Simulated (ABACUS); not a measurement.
# ZnS (F-43m) in ABACUS: reference runs

Reference runs on ZnS: the cell as given.

Program: ABACUS 3.10.1. These are calculated values, not measurements. Logs are shortened: lines on timing, memory, paths and dates and some standing lists are left out, and cuts for length are marked.

**Experimental background.**

From “Electronic, vibrational, and thermodynamic properties of ZnS (zincblende and rocksalt structure)”, 2009, arxiv:0911.5022, for a bulk crystal of ZnS at 19 K: band gap 3.85 eV (direct).

How close the calculation comes is told below.

## (1) The structure

The structure is cubic, space group F-43m (No. 216). The conventional cell has a = 5.404 Å, b = 5.404 Å, c = 5.404 Å, α = 90.00°, β = 90.00°, γ = 90.00°. Zn (site symmetry -43m) is surrounded by 4 S at 2.34 Å. S (site symmetry -43m) is surrounded by 4 Zn at 2.34 Å.

## (2) Single point, PBEsol

Input file INPUT:

```
INPUT_PARAMETERS
suffix              ZnS
calculation         scf
basis_type          pw
pseudo_dir          ./
symmetry            1
dft_functional      pbesol
ecutwfc             84
pseudo_rcut         7
nspin               1
nbands              17
ks_solver           dav
smearing_method     fd
smearing_sigma      0.00367493
scf_thr             1e-08
scf_nmax            100
mixing_type         broyden
mixing_beta         0.7
cal_force           1
cal_stress          1
kpar                4
```

Input file STRU:

```
ATOMIC_SPECIES
Zn 65.3800 Zn.upf
S 32.0600 S.upf

LATTICE_CONSTANT
1.8897261246

LATTICE_VECTORS
0.0000000000 2.7020000000 2.7020000000
2.7020000000 0.0000000000 2.7020000000
2.7020000000 2.7020000000 0.0000000000

ATOMIC_POSITIONS
Direct

Zn
0.0
1
0.7500000000 0.7500000000 0.7500000000 1 1 1

S
0.0
1
0.0000000000 0.0000000000 0.0000000000 1 1 1
```

Input file KPT:

```
K_POINTS
0
Gamma
9 9 9 0 0 0
```

Potentials or basis: PseudoDojo NC SR 0.4.1 PBEsol standard, plane waves.

Started as:

```console
OMP_NUM_THREADS=1 mpirun -np 4 abacus > log
```

running log:

```text
ABACUS v3.10.1

               Atomic-orbital Based Ab-initio Computation at UStc

 ------------------------------------------------------------------------------------

 READING GENERAL INFORMATION
                           global_out_dir = OUT.ZnS/
                           global_in_card = INPUT
                               pseudo_dir = ./
                              orbital_dir =
                                    DSIZE = 4
                                    GSIZE = 1

 READING UNITCELL INFORMATION
                                    ntype = 2
                  lattice constant (Bohr) = 1.88973
              lattice constant (Angstrom) = 1

 READING ATOM TYPE 1
                               atom label = Zn
                      L=0, number of zeta = 1
                      L=1, number of zeta = 1
                      L=2, number of zeta = 1
             number of atom for this type = 1

 READING ATOM TYPE 2
                               atom label = S
                      L=0, number of zeta = 1
                      L=1, number of zeta = 1
                      L=2, number of zeta = 1
             number of atom for this type = 1

                        TOTAL ATOM NUMBER = 2
DIRECT COORDINATES
    atom                   x                   y                   z     mag                  vx                  vy                  vz
taud_Zn1            0.7500000000        0.7500000000        0.7500000000  0.0000        0.0000000000        0.0000000000        0.0000000000
taud_S1            0.0000000000        0.0000000000        0.0000000000  0.0000        0.0000000000        0.0000000000        0.0000000000

                          Volume (Bohr^3) = 266.246
                             Volume (A^3) = 39.4535

 Lattice vectors: (Cartesian coordinate: in unit of a_0)
                   +0              +2.702              +2.702
               +2.702                  +0              +2.702
               +2.702              +2.702                  +0
 Reciprocal vectors: (Cartesian coordinate: in unit of 2 pi/a_0)
            -0.185048           +0.185048           +0.185048
            +0.185048           -0.185048           +0.185048
            +0.185048           +0.185048           -0.185048
 The esolver type has been set to : ksdft_pw

                PAO radial cut off (Bohr) = 7

 Read in pseudopotential file is Zn.upf
                     pseudopotential type = NC
          exchange-correlation functional = PBESOL
                 nonlocal core correction = 1
                        valence electrons = 20
                                     lmax = 2
                           number of zeta = 4
                     number of projectors = 6
                           L of projector = 0
[... 5 lines left out ...]
                PAO radial cut off (Bohr) = 7

 Read in pseudopotential file is S.upf
                     pseudopotential type = NC
          exchange-correlation functional = PBESOL
                 nonlocal core correction = 1
                        valence electrons = 6
                                     lmax = 2
                           number of zeta = 2
                     number of projectors = 6
                           L of projector = 0
                           L of projector = 0
                           L of projector = 1
                           L of projector = 1
                           L of projector = 2
                           L of projector = 2
     initial pseudo atomic orbital number = 14

 SETUP THE ELECTRONS NUMBER
            electron number of element Zn = 20
      total electron number of element Zn = 20
             electron number of element S = 6
       total electron number of element S = 6
            AUTOSET number of electrons:  = 26
                           occupied bands = 13
                                   NBANDS = 17
                                   NLOCAL = 18

%%%%%%%%%%%%%%%%%%%%%%%%%%%%%%%%%%%%%%%%%%%%%%%%%%%%%%%%%%%%%%%%%%%%%%%%%%%%%%%%%%%%%%%%%%%%%%%%%%%%%%%%%%
 Warning: the number of valence electrons in pseudopotential > 12 for Zn: [Ar] 3d10 4s2
 Pseudopotentials with additional electrons can yield (more) accurate outcomes, but may be less efficient.
 If you're confident that your chosen pseudopotential is appropriate, you can safely ignore this warning.
%%%%%%%%%%%%%%%%%%%%%%%%%%%%%%%%%%%%%%%%%%%%%%%%%%%%%%%%%%%%%%%%%%%%%%%%%%%%%%%%%%%%%%%%%%%%%%%%%%%%%%%%%%

 SETUP THE PLANE WAVE BASIS
 energy cutoff for charge/potential (unit:Ry) = 336
            fft grid for charge/potential = [ 45, 45, 45 ]
                        fft grid division = [ 1, 1, 1 ]
        big fft grid for charge/potential = [ 45, 45, 45 ]
                                     nbxx = 91125
                                     nrxx = 91125

 SETUP PLANE WAVES FOR CHARGE/POTENTIAL
                    number of plane waves = 27581
                         number of sticks = 1201
[... 65 lines left out ...]
                                   nkstot = 729
                       right hand lattice = 1
(for reciprocal lattice: )
                             BRAVAIS TYPE = 2
                     BRAVAIS LATTICE NAME = 02. Cubic I (body-centered)
                                    ibrav = 2
                       right hand lattice = 1
(for k-lattice: )
                             BRAVAIS TYPE = 2
                     BRAVAIS LATTICE NAME = 02. Cubic I (body-centered)
                                    ibrav = 2
                       right hand lattice = 1
                        ROTATION MATRICES = 48
                               nkstot_ibz = 35
K-POINTS REDUCTION ACCORDING TO SYMMETRY
     IBZ    DIRECT_X    DIRECT_Y    DIRECT_Z  WEIGHT  ibz2bz
       1  0.00000000  0.00000000  0.00000000  0.0014       0
       2  0.11111111  0.11111111  0.11111111  0.0110       1
       3  0.22222222  0.22222222  0.22222222  0.0110       2
       4  0.33333333  0.33333333  0.33333333  0.0110       3
       5  0.44444444  0.44444444  0.44444444  0.0110       4
       6  0.11111111  0.11111111  0.00000000  0.0082      10
[... 22 lines left out ...]
      29  0.44444444  0.33333333  0.11111111  0.0329     112
      30 -0.44444444  0.44444444  0.22222222  0.0658     113
[... 5 further k points ...]

                               nkstot now = 35
[... K-POINTS DIRECT COORDINATES: 35 rows ...]

           k-point number in this process = 9
       minimum distributed K point number = 8
[... stars of the k points ...]

[... K-POINTS CARTESIAN COORDINATES: 9 rows ...]

[... K-POINTS DIRECT COORDINATES: 9 rows ...]

 SETUP PLANE WAVES FOR WAVE FUNCTIONS
     energy cutoff for wavefunc (unit:Ry) = 84
              fft grid for wave functions = [ 45, 45, 45 ]
                    number of plane waves = 4015
                         number of sticks = 337

 PARALLEL PW FOR WAVE FUNCTIONS
     PROC   COLUMNS(POT)             PW
        1            337           4015
 --------------- sum -------------------
        1            337           4015

 SETUP NONLOCAL PSEUDOPOTENTIALS IN PLANE WAVE BASIS
 Zn non-local projectors:
 projector 1 L=0
 projector 2 L=0
 projector 3 L=1
 projector 4 L=1
 projector 5 L=2
 projector 6 L=2
 S non-local projectors:
 projector 1 L=0
 projector 2 L=0
 projector 3 L=1
 projector 4 L=1
 projector 5 L=2
 projector 6 L=2
      TOTAL NUMBER OF NONLOCAL PROJECTORS = 36

 Init Non-Local PseudoPotential table :
 Init Non-Local-Pseudopotential done.

                                     npwx = 3482

 Make real space PAO into reciprocal space.
       max mesh points in Pseudopotential = 701
     dq(describe PAO in reciprocal space) = 0.01
                                    max q = 1104

 number of pseudo atomic orbitals for Zn is 4
WARNING: norm of atomic wavefunction # 3 of atomic type Zn is 0.999997, renormalized
WARNING: norm of atomic wavefunction # 4 of atomic type Zn is 0.998493, renormalized

 number of pseudo atomic orbitals for S is 2
WARNING: norm of atomic wavefunction # 1 of atomic type S is 0.999996, renormalized
WARNING: norm of atomic wavefunction # 2 of atomic type S is 0.999702, renormalized

 -------------------------------------------
 SELF-CONSISTENT
 -------------------------------------------
                                 init_chg = atomic

 PW ALGORITHM --------------- ION=   1  ELEC=   1--------------------------------
 Notice: Threshold on eigenvalues was too large.
 hsover_error=0.26 > DRHO=0.0927413
 Origin diag ethr = 0.01
 New diag ethr = 0.000356697

 Density error is 0.094679278693
                          Error Threshold = 0.000356697289909
----------------------------------------------------------
     Energy           Rydberg                 eV
----------------------------------------------------------
 E_KohnSham     -439.9557966246      -5985.9057022234
 E_Harris       -444.1767508343      -6043.3347304729
 E_Fermi        0.5861008074         7.9743105835
----------------------------------------------------------
[... 63 lines left out ...]
 Density error is 3.70749838952e-09
                          Error Threshold = 1.27202760587e-10
----------------------------------------------------------
     Energy           Rydberg                 eV
----------------------------------------------------------
 E_KohnSham     -439.9870184908      -5986.3304975065
 E_KS(sigma->0) -439.9870184908      -5986.3304975065
 E_Harris       -439.9870121359      -5986.3304110433
 E_band         -46.6643857337       -634.9015396479
 E_one_elec     -358.9162650478      -4883.3063095285
 E_Hartree      184.3408482827       2508.0859107979
 E_xc           -50.8162889213       -691.3910805438
 E_Ewald        -214.5953128044      -2919.7190182320
 E_entropy(-TS) -0.0000000000        -0.0000000000
 E_descf        0.0000000000         0.0000000000
 E_exx          0.0000000000         0.0000000000
 E_Fermi        0.6032423328         8.2075330005
----------------------------------------------------------

 charge density convergence is achieved
 final etot is -5986.3304975 eV
 EFERMI = 8.2075330005 eV

 STATE ENERGY(eV) AND OCCUPATIONS    NSPIN == 1
 1/9 kpoint (Cartesian) = 0.0000 0.0000 0.0000 (3479 pws)
       1       -117.387     0.00274348
       2       -71.7074     0.00274348
       3       -71.7074     0.00274348
       4       -71.7074     0.00274348
       5       -5.94431     0.00274348
       6       0.837670     0.00274348
[... 9 lines left out ...]
      16        13.4872    3.80284e-49
[... 82 lines left out ...]
       4       -71.7074      0.0164609
       5       -5.81859      0.0164609
       6       0.820207      0.0164609
[... 9 lines left out ...]
      16        13.9925    9.31718e-53
      17        13.9925    9.31718e-53

[... levels at 3 further k points ...]

------------------------------------------------------------------------------------------
 TOTAL-FORCE (eV/Angstrom)
------------------------------------------------------------------------------------------
                       Zn1         0.0000000000         0.0000000000         0.0000000000
                        S1         0.0000000000         0.0000000000         0.0000000000
------------------------------------------------------------------------------------------

----------------------------------------------------------------
 TOTAL-STRESS (KBAR)
----------------------------------------------------------------
       -20.2664296165         0.0000000000         0.0000000000
         0.0000000000       -20.2664296165        -0.0000000000
         0.0000000000        -0.0000000000       -20.2664296165
----------------------------------------------------------------
 TOTAL-PRESSURE: -20.266430 KBAR

 --------------------------------------------
 !FINAL_ETOT_IS -5986.3304975064957034 eV
 --------------------------------------------
```

Wall time 7.3 s (4 MPI ranks of Intel Xeon 6975P-C (Granite Rapids), shared host); peak memory 0.36 GiB.

What came out:

```
Free energy            : -5986.3305 eV
Pressure               : -2.0 GPa
Band gap on the k mesh : 1.98 eV, direct
```

Levels at points of the mesh, in eV from the valence-band top:
```
           k point  band 9  band 10  band 11  band 12  band 13  band 14  band 15  band 16
(0.00, 0.00, 0.00)   -5.87    -5.87     0.00     0.00     0.00     1.98     6.28     6.28
```

## (3) Comparison with measurements

Step 2. Against the measured gap of ZnS, 3.85 eV (direct; 19 K; quoted in “Electronic, vibrational, and thermodynamic properties of ZnS (zincblende and rocksalt structure)”, 2009, arxiv:0911.5022), the calculated 1.98 eV is off by -1.87 eV. The value is that of PBEsol, without temperature or zero-point motion. Semilocal functionals fall short of measured gaps as a rule.
